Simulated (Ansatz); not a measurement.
## Blue phosphorene bilayer (AB) in a perpendicular field

Aim: how the blue phosphorene bilayer (AB) screens a field along its normal, and what the field does to its bands. A positive field points along +c.

Method: plane-wave DFT, PBE-D3(BJ), Ansatz PAW, in Ansatz 0.2.0.

This is a report of a sequence of runs, with most program output left out.

## (1) Set-up

The cell holds 4 atoms: 4 P. Cell: a = 3.280 Å, b = 3.280 Å, c = 42.380 Å, α = 90.0°, β = 90.0°, γ = 120.0°. Regions: layer 1: blue phosphorene, 2 atoms (2 P); layer 2: blue phosphorene, 2 atoms (2 P). Vacuum lies along c.

## (2) Relaxing the slab

The starting cell is a guess, so the in-plane lattice and the atoms are relaxed first, with the slab cut off from its images along the normal.

Contents of input.yaml:

```yaml
crystal:
  lattice:
    - [3.28, 0.0, 0.0]
    - [-1.64, 2.8405633244, 0.0]
    - [0.0, 0.0, 42.3799999985]
  atoms:
    - { symbol: P, position: [0.6666666667, 0.3333333333, 0.4329872582] }
    - { symbol: P, position: [0.3333333333, 0.6666666667, 0.4622463426] }
    - { symbol: P, position: [0.0, 0.0, 0.5377536574] }
    - { symbol: P, position: [0.6666666667, 0.3333333333, 0.5670127418] }
  periodic: [true, true, false]
kpoints:
  mp_grid: { grid: [12, 12, 1] }
hamiltonian:
  xc: pbe
  dispersion: d3bj
scf:
  occupations: { method: fermi_dirac, width: 0.05 }
  convergence: { dr2_threshold: 1.0e-09 }
relax:
  f_tol: 0.004
  max_steps: 90
  cell: {}
output:
  write_potential: true
  write_density: true
  volumetric_format: npy
```

Launch:

```
ansatz run input.yaml --threads 2 --pin off --max-ram 4096MiB --backend cpu --events-out ev --progress --plain --runs-dir out
```

Elapsed: 57 s, on 2 threads of Intel Xeon at 2.50GHz (Skylake/Cascade Lake), shared host; peak memory 0.61 GiB; 1.8 min of CPU time.

Relaxation path:

| step | energy less that of the first step (eV) | largest force component (eV/Å) | volume (Å³) |
| --- | --- | --- | --- |
| 1 | 0.0000 | 0.0609 | 394.86 |
| 2 | -0.0045 | 0.1049 | 390.72 |
| 3 | -0.0046 | 0.1222 | 388.33 |
| 4 | -0.0056 | 0.0101 | 389.18 |
| 5 | -0.0056 | 0.0038 | 389.45 |
| 6* | -0.0055 | 0.0039 | 389.45 |

Relaxation steps marked * repeat the geometry before them on a plane-wave basis chosen anew for their cell, so energy and pressure can jump there.

Forces are held to the 12 operations that the run works with; a distortion that breaks them can't arise in this run.

| cell as run | before | after | change |
| --- | --- | --- | --- |
| a (Å) | 3.280 | 3.257 | -0.7 % |
| b (Å) | 3.280 | 3.257 | -0.7 % |

The atoms that moved most (Å, along periodic axes as changes of fractional coordinates times the final cell, across vacuum about the mean position):

| atom | dx | dy | dz | length |
| --- | --- | --- | --- | --- |
| P4 | 0.000 | 0.000 | 0.072 | 0.072 |
| P1 | 0.000 | 0.000 | -0.072 | 0.072 |
| P2 | 0.000 | 0.000 | -0.070 | 0.070 |
| P3 | 0.000 | 0.000 | 0.070 | 0.070 |

The relaxed structure:

```cif
data_structure
_symmetry_space_group_name_H-M 'P 1'
_symmetry_Int_Tables_number 1
_cell_length_a 3.2575
_cell_length_b 3.2575
_cell_length_c 42.3800
_cell_angle_alpha 90.000
_cell_angle_beta 90.000
_cell_angle_gamma 120.000
_cell_volume 389.45
loop_
_atom_site_label
_atom_site_type_symbol
_atom_site_fract_x
_atom_site_fract_y
_atom_site_fract_z
_atom_site_occupancy
P1 P 0.66667 0.33333 0.43128 1
P2 P 0.33333 0.66667 0.46060 1
P3 P 0.00000 0.00000 0.53940 1
P4 P 0.66667 0.33333 0.56872 1
```

The lattice constant a goes from 3.280 to 3.257 Å.

## (3) Atoms held, field 0, start network

A sawtooth potential applies the field, turning back in the middle of the vacuum. With the dipole correction the typed value is the field outside the slab. The induced dipole is small, so the SCF threshold is tight.

The cell differs from the one that the last finished run ended in (c 42.380 → 23.825 Å).

Contents of input.yaml:

```yaml
crystal:
  lattice:
    - [3.2574557869, 0.0, 0.0]
    - [-1.6287278934, 2.8210394631, 0.0]
    - [0.0, 0.0, 23.824965947]
  atoms:
    - { symbol: P, position: [0.6666666667, 0.3333333333, 0.3777549995] }
    - { symbol: P, position: [0.3333333333, 0.6666666667, 0.4299179106] }
    - { symbol: P, position: [0.0, 0.0, 0.5700820894] }
    - { symbol: P, position: [0.6666666667, 0.3333333333, 0.6222450005] }
kpoints:
  mp_grid: { grid: [18, 18, 1] }
  band_path:
    path: [[0, 0, 0], [0.5, 0, 0], [0.33333333, 0.33333333, 0], [0, 0, 0]]
    npoints: 16
hamiltonian:
  xc: pbe
  dispersion: d3bj
scf:
  occupations: { method: fermi_dirac, width: 0.02585 }
  convergence: { dr2_threshold: 1.0e-10 }
efield:
  axis: 3
  dipole_correction: true
  ramp_position: 0.97
  ramp_width: 0.06
  amplitude: 0
output:
  dos: { projected: true, e_range: [-6, 5] }
  write_potential: true
  write_density: true
  volumetric_format: npy
  elf: true
```

It took 21 s on 2 threads; peak memory 0.48 GiB; 41 s of CPU time.

Numbers from this step:

```yaml
gap_on_the_k_mesh: 1.174 eV
dipole_along_the_normal: 8.16e-8 e·Å
gap_along_the_path: 1.160 eV
smallest_direct_gap_along_the_path: 1.707 eV
ionisation_energy_upper_face: 5.625 eV
electron_affinity_upper_face: 4.465 eV
gap_the_smaller_of_path_and_mesh: 1.160 eV
```

Running mean over a fixed 2.5 Å (it still follows the layers) of the planar mean; the ramp of the sawtooth is left out. The electron's electrostatic potential energy less the Fermi level by z:

| z (Å) | electron's electrostatic potential energy less the Fermi level (eV) |
| --- | --- |
| 3 | 5.02 |
| 4 | 5.02 |
| 5 | 5.02 |
| 6 | 4.97 |
| 7 | 4.19 |
| 8 | -1.43 |
| 9 | -7.76 |
| 10 | -9.20 |
| 11 | -3.14 |
| 12 | 0.849 |
| 13 | -4.12 |
| 14 | -9.93 |
| 15 | -6.60 |
| 16 | -0.208 |
| 17 | 4.51 |
| 18 | 4.99 |
| 19 | 5.02 |
| 20 | 5.02 |

The density of states has structure finer than the step of the table below, so its rows give means over 0.2 eV, whole bins alone (the curve runs from -6 to 2.52 eV). Peaks (eV: height): -4.92: 4.07, -2.17: 4.58, -2.06: 3.96, -1.67: 5.90, -0.62: 7.83, 0.97: 4.28, 2.13: 4.07.

Density of states against energy, zero at the Fermi level of the run, which the smearing sets inside the gap; means over each step:

| energy (eV) | density of states (states/eV a cell) |
| --- | --- |
| -5.8 | 0.658 |
| -5.6 | 1.23 |
| -5.4 | 2.73 |
| -5.2 | 2.15 |
| -5.0 | 3.36 |
| -4.8 | 2.72 |
| -4.6 | 2.10 |
| -4.4 | 2.21 |
| -4.2 | 1.88 |
| -4.0 | 2.35 |
| -3.8 | 2.95 |
| -3.6 | 2.98 |
| -3.4 | 2.41 |
| -3.2 | 1.59 |
| -3.0 | 1.16 |
| -2.8 | 1.67 |
| -2.6 | 2.36 |
| -2.4 | 2.12 |
| -2.2 | 3.02 |
| -2.0 | 3.26 |
| -1.8 | 3.75 |
| -1.6 | 2.91 |
| -1.4 | 1.18 |
| -1.2 | 0.815 |
| -1.0 | 0.790 |
| -0.8 | 1.27 |
| -0.6 | 2.09 |
| -0.4 | 0 |
| -0.2 | 0 |
| 0.0 | 0 |
| 0.2 | 0 |
| 0.4 | 0 |
| 0.6 | 0.284 |
| 0.8 | 0.862 |
| 1.0 | 1.91 |
| 1.2 | 2.53 |
| 1.4 | 2.99 |
| 1.6 | 2.15 |
| 1.8 | 2.45 |
| 2.0 | 2.89 |
| 2.2 | 3.04 |
| 2.4 | 2.33 |

Projected DOS per atom over height of the atomic layer and energy from the Fermi level. Layers: P P P P from below.

Ten even steps from '_' (0.00 states/eV) to '@' (0.89 states/eV), each cell a mean:
```
++****++
**####**
********
++++++++
::::::::
________
________
________
==++++==
::::::::
********
@@@@@@@@
##****##
**++++**
--------
########
########
++++++++
********
%%####%%
++****++
........
```
Columns: height of the atomic layer (Å) from 9 to 14.8 (not evenly spaced); rows upwards: energy from the Fermi level (eV) from -5.96 to 2.5.

Electronic bands along the path, in eV, zero at the Fermi level of the run, which the smearing sets inside the gap:

| point | band 7 | band 8 | band 9 | band 10 | band 11 | band 12 | band 13 | band 14 |
| --- | --- | --- | --- | --- | --- | --- | --- | --- |
| Γ | -1.23 | -1.23 | -1.23 | -0.76 | 2.76 | 2.76 | 2.76 | 2.85 |
| halfway | -2.62 | -2.58 | -1.72 | -0.71 | 1.10 | 1.24 | 3.64 | 4.10 |
| M | -3.45 | -3.41 | -2.88 | -2.24 | 0.76 | 0.96 | 1.75 | 2.92 |
| halfway | -3.77 | -3.74 | -2.73 | -2.24 | 1.39 | 2.18 | 2.99 | 3.14 |
| K | -3.01 | -2.98 | -2.98 | -2.82 | 0.97 | 0.97 | 3.68 | 4.36 |
| halfway | -3.93 | -3.89 | -1.61 | -0.74 | 2.17 | 2.67 | 3.07 | 3.19 |
| Γ | -1.23 | -1.23 | -1.23 | -0.76 | 2.76 | 2.76 | 2.76 | 2.85 |

Valence density in the ca plane at fractional y = 0.333, with atoms of P within 0.2 Å of it. It is the smooth field of the valence electrons, not physical close to the nuclei.

Ten even steps from '0' (0.00 e/Å³) to '9' (0.73 e/Å³), each cell a mean:
```
00000000000136787532100001246887521000000000
00000000000378568521000000136866952000000000
00000000001388237521000000136623962000000000
00000000000278678521000000136867951000000000
00000000000135787532100001246776521000000000
00000000000012345553210012455543110000000000
00000000000001234554210013455421100000000000
00000000000012345543200012455543210000000000
```
Columns run along c (16.0 Å, from fractional 0.16 to 0.83 of the cell), rows up along a (3.3 Å). Atoms in or near the plane, at fractional coordinates: P at (0.38, 0.67), P at (0.62, 0.67).

Electrostatic potential energy in the ca plane at fractional y = 0.333, with atoms of P within 0.2 Å of it. With pseudopotentials it is smooth inside the atoms' cores, unlike the true potential.

Ten even steps from '0' (-55 eV) to '9' (4 eV), each cell a mean:
```
99999999999987557899999999988755799999999999
99999999999972004899999999987200389999999999
99999999999960002799999999986000279999999999
99999999999972014899999999987300489999999999
99999999999987667889999999988766899999999999
99999999999999888888999999888888999999999999
99999999999999998778999998878899999999999999
99999999999999888888999999888888999999999999
```
Columns run along c (16.0 Å, from fractional 0.16 to 0.83 of the cell; values clipped at the 3rd and 97th percentile), rows up along a (3.3 Å). Atoms in or near the plane, at fractional coordinates: P at (0.38, 0.67), P at (0.62, 0.67).

ELF in the ca plane at fractional y = 0.333, with atoms of P within 0.2 Å of it. It is the smooth field of the valence electrons, not physical close to the nuclei.

Ten even steps from '0' (0.00) to '9' (0.97), each cell a mean:
```
00000000247888777654210023457777888631000000
00000002479997236531000001246523999863100000
00000002589996004421000000135201899974100000
00000001479997336531100001246534999863100000
00000000146888777654310023457777887531000000
00000000001234456667630146766654432100000000
00000000000001235667740157765432100000000000
00000000001344566666630146666655442100000000
```
Columns run along c (16.0 Å, from fractional 0.16 to 0.83 of the cell), rows up along a (3.3 Å). Atoms in or near the plane, at fractional coordinates: P at (0.38, 0.67), P at (0.62, 0.67).

The gap is 1.16 eV, with the valence edge 5.62 eV and the conduction edge 4.46 eV under the upper vacuum level.

## (4) Atoms held, field 0.05 V/Å

Changes to input.yaml since step 3:

```diff
@@ -26,5 +26,4 @@
   ramp_width: 0.06
-  amplitude: 0
+  amplitude: 0.05
 output:
-  dos: { projected: true, e_range: [-6, 5] }
   write_potential: true
@@ -32,2 +31 @@
   volumetric_format: npy
-  elf: true
```

Run time: 19 s. Hardware: 2 threads; peak memory 0.46 GiB; 36 s of CPU time.

The dipole is 0.0193 e·Å, and the gap 1.159 eV.

## (5) Single point, field -0.05 V/Å

Changes to input.yaml since step 4:

```diff
@@ -26,3 +26,3 @@
   ramp_width: 0.06
-  amplitude: 0.05
+  amplitude: -0.05
 output:
```

Wall time 19 s (2 threads); peak memory 0.46 GiB; 36 s of CPU time.

The dipole is -0.0193 e·Å, and the gap 1.159 eV.

## (6) Single point, field 0.1 V/Å

Changes to input.yaml since step 5:

```diff
@@ -24,5 +24,5 @@
   dipole_correction: true
-  ramp_position: 0.97
-  ramp_width: 0.06
-  amplitude: -0.05
+  ramp_position: 0.9484
+  ramp_width: 0.1033
+  amplitude: 0.1
 output:
```

The job ended after 20 s (2 threads; peak memory 0.45 GiB).

The dipole is 0.0386 e·Å, and the gap 1.155 eV.

## (7) Single point, field -0.1 V/Å

Changes to input.yaml since step 6:

```diff
@@ -26,3 +26,3 @@
   ramp_width: 0.1033
-  amplitude: 0.1
+  amplitude: -0.1
 output:
```

Wall time 21 s (2 threads); peak memory 0.46 GiB; 41 s of CPU time.

The dipole is -0.0386 e·Å, and the gap 1.155 eV.

## (8) Single point, field 0.2 V/Å

Changes to input.yaml since step 7:

```diff
@@ -26,3 +26,3 @@
   ramp_width: 0.1033
-  amplitude: -0.1
+  amplitude: 0.2
 output:
```

Run time: 20 s. Hardware: 2 threads; peak memory 0.46 GiB.

The dipole is 0.0772 e·Å, and the gap 1.143 eV.

## (9) Atoms held, field -0.2 V/Å

Changes to input.yaml since step 8:

```diff
@@ -26,3 +26,3 @@
   ramp_width: 0.1033
-  amplitude: 0.2
+  amplitude: -0.2
 output:
```

Run time: 20 s. Hardware: 2 threads; peak memory 0.45 GiB; 39 s of CPU time.

The dipole is -0.0772 e·Å, and the gap 1.143 eV.

## (10) Single point, field 0.3 V/Å

Changes to input.yaml since step 9:

```diff
@@ -24,5 +24,5 @@
   dipole_correction: true
-  ramp_position: 0.9484
-  ramp_width: 0.1033
-  amplitude: -0.2
+  ramp_position: 0.9454
+  ramp_width: 0.1093
+  amplitude: 0.3
 output:
```

Run time: 23 s. Hardware: 2 threads; peak memory 0.46 GiB.

The dipole is 0.116 e·Å, and the gap 1.122 eV.

## (11) Atoms held, field -0.3 V/Å

Changes to input.yaml since step 10:

```diff
@@ -26,3 +26,3 @@
   ramp_width: 0.1093
-  amplitude: 0.3
+  amplitude: -0.3
 output:
```

The job ended after 21 s (2 threads; peak memory 0.45 GiB).

The dipole is -0.116 e·Å, and the gap 1.122 eV.

## (12) Single point, field 0.4 V/Å

Changes to input.yaml since step 11:

```diff
@@ -24,5 +24,5 @@
   dipole_correction: true
-  ramp_position: 0.9454
-  ramp_width: 0.1093
-  amplitude: -0.3
+  ramp_position: 0.9064
+  ramp_width: 0.1872
+  amplitude: 0.4
 output:
```

The job ended after 20 s (2 threads; peak memory 0.46 GiB).

The dipole is 0.155 e·Å, and the gap 1.095 eV.

## (13) Single point, field -0.4 V/Å

Changes to input.yaml since step 12:

```diff
@@ -26,3 +26,3 @@
   ramp_width: 0.1872
-  amplitude: 0.4
+  amplitude: -0.4
 output:
```

Wall time 22 s (2 threads); peak memory 0.46 GiB.

The dipole is -0.155 e·Å, and the gap 1.095 eV.

## (14) Response, atoms held

This step: plane-wave DFT, PBE-D3(BJ), Ansatz PAW; response to a field along the normal, atoms held (Ansatz 0.2.0).

The dipoles give the slope, and the difference of two potentials shows where the field is screened.

This step gave:

```yaml
equivalent_conductor_thickness_p_eps_0ae: 7.596 Å
distance_between_the_outer_atoms: 5.825 Å
```

The dipole of the cell by applied field:

| applied field (V/Å) | dipole of the cell (e·Å) |
| --- | --- |
| -0.400 | -0.155 |
| -0.300 | -0.116 |
| -0.200 | -0.0772 |
| -0.100 | -0.0386 |
| -0.050 | -0.0193 |
| 0.000 | 0 |
| 0.050 | 0.0193 |
| 0.100 | 0.0386 |
| 0.200 | 0.0772 |
| 0.300 | 0.116 |
| 0.400 | 0.155 |

Local field over the applied field, running mean. From the potentials at -0.05 and 0.05 V/Å; running mean over 2.8 Å. Local field over applied field against z:

z (Å), local field over applied field and a bar:
```
      4.5      0.997 ##############################
      5.0      0.991 ##############################
      5.5      0.976 #############################
      6.0      0.940 ############################
      6.5      0.865 ##########################
      7.0      0.740 ######################
      7.5      0.585 #################
      8.0      0.421 ###########
      8.5      0.262 ######
      9.0      0.139 ##
      9.5      0.074 
     10.0      0.079 
     10.5      0.133 ##
     11.0      0.202 ####
     11.5      0.245 ######
     12.0      0.253 ######
     12.5      0.235 #####
     13.0      0.178 ####
     13.5      0.111 #
     14.0      0.070 
     14.5      0.089 #
     15.0      0.176 ###
     15.5      0.315 ########
     16.0      0.479 #############
     16.5      0.641 ##################
     17.0      0.789 #######################
     17.5      0.897 ###########################
     18.0      0.956 #############################
     18.5      0.983 ##############################
     19.0      0.993 ##############################
     19.5      0.998 ##############################
```

Electrons, planar mean, per unit field. Induced electron density against z:

| z (Å) | induced electron density (e/Å³ per V/Å) |
| --- | --- |
| 5 | 3.5e-5 |
| 6 | 2.5e-4 |
| 7 | 0.00143 |
| 8 | 0.00335 |
| 9 | 8.8e-4 |
| 10 | -8.1e-4 |
| 11 | -0.00188 |
| 12 | 3.7e-4 |
| 13 | 0.00135 |
| 14 | 6.1e-4 |
| 15 | -7.6e-4 |
| 16 | -0.00339 |
| 17 | -0.00109 |
| 18 | -1.8e-4 |
| 19 | -2.4e-5 |

The smaller of the gaps on the path and on the k-mesh, counted as 0 under 0.03 eV. The gap by applied field:

| applied field (V/Å) | gap (eV) |
| --- | --- |
| -0.400 | 1.10 |
| -0.300 | 1.12 |
| -0.200 | 1.14 |
| -0.100 | 1.16 |
| -0.050 | 1.16 |
| 0.000 | 1.16 |
| 0.050 | 1.16 |
| 0.100 | 1.16 |
| 0.200 | 1.14 |
| 0.300 | 1.12 |
| 0.400 | 1.10 |

By hand: between -0.05 and 0.05 V/Å the dipole changes by 0.03857 e·Å, a slope of 0.3857 e·Å²/V. A perfect conductor of thickness t has p = ε₀AEt, so t = 180.95 × 0.3857 / 9.189 = 7.60 Å (e/ε₀ = 180.95 V·Å, A in Å²).

The induced dipole is that of a conductor 7.60 Å thick.

## (15) What came out

- gap without field: 1.16 eV
- ionisation energy, upper face: 5.62 eV
- electron affinity, upper face: 4.46 eV
- equivalent conductor thickness, atoms held: 7.60 Å

In words: The induced dipole equals that of a perfect conductor 7.60 Å thick, while the outer atoms lie 5.82 Å apart; an out-of-plane ε follows only once a thickness t is chosen, by 1 − 1/ε = 7.60 Å / t. The gap goes from 1.16 eV to 1.10 eV at -0.4 V/Å. With the field reversed the gap is 1.10 eV at 0.4 V/Å. Semilocal functionals give gaps that are too small, and excitons are not included.

[Logs are printed without paths, hosts, clocks, repeated set-up lines and the standing remarks that a program may print on its own settings, such as how far it seeks lower states.]

[Hosts, paths, dates, database ids (printed as entryN), source tags and the programs' standing remarks are cut or masked in the printed files.]

[Maps of the electrostatic potential energy from Ansatz leave out the sawtooth potential of an applied field or a dipole correction, so their vacuum need not be flat; planar profiles and work functions include it.]

[The density of states shown here was stored with 400 of the rows of the run's finer table, so its peaks can read low, often by over a quarter, or be missed, and its means over a window can be off by a tenth or more.]
